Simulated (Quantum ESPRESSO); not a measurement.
Crystal: Si.

```
CELL_PARAMETERS angstrom
4.12095 0.00000 0.00000
-2.06047 3.56885 0.00000
0.00000 0.00000 2.65479
ATOMIC_POSITIONS crystal
Si 0.33333 0.66667 0.50000
Si 0.66667 0.33333 0.50000
```

The cell was built by a generator and needn't be a form met in nature.

```yaml
Program: Quantum ESPRESSO 7.5
Task: Wannier functions
Functional: LDA
Potentials_or_basis: GBRV 1.5 LDA
Cutoff: 612 eV
Density_cutoff: 4898 eV
k_mesh: 8 × 8 × 10
Occupations: fermi-dirac, width 0.05 eV
Spin: no spin polarisation
Form_of_the_LDA_correlation: PZ81
Mixing_beta: 0.5
Most_SCF_iterations: 120
SCF_threshold: 4e-10 Ry
k_mesh_for_the_Wannier_functions: 5 × 5 × 6
```

Start: SCDM with an erfc weight, μ = 2.0 eV over the reference level, σ = 2.0 eV, one function for each orbital of the shells Si sp. The reference level is the Fermi level, or the middle of the gap.

**Question.** With SCDM with an erfc weight, how many functions result, how localised are they, and how well do they interpolate the bands?

**Answer.** 8 functions with spreads from 2.39 to 5.86 Å², 33.2 Å² in all; they miss the direct bands by 156 meV (root mean square).

Wannier functions:
| function | nearest atom | distance (Å) | spread (Å²) | on-site energy from the reference level (eV) |
| --- | --- | --- | --- | --- |
| 1 | 1 Si | 0.99 | 2.39 | -3.20 |
| 2 | 1 Si | 0.69 | 2.50 | -3.33 |
| 3 | 1 Si | 1.25 | 5.02 | 0.79 |
| 4 | 2 Si | 0.61 | 3.31 | -1.33 |
| 5 | 2 Si | 0.51 | 5.86 | 2.63 |
| 6 | 2 Si | 1.19 | 5.46 | 1.42 |
| 7 | 1 Si | 1.05 | 5.29 | 1.20 |
| 8 | 2 Si | 0.59 | 3.36 | -0.47 |

Parts of the spread (Å²): invariant 20.22, diagonal 1.259, off-diagonal 11.72, total 33.20. Against the direct bands the interpolation misses by 156 meV (root mean square) and 960 meV at most, for states up to 1 eV over the reference level.
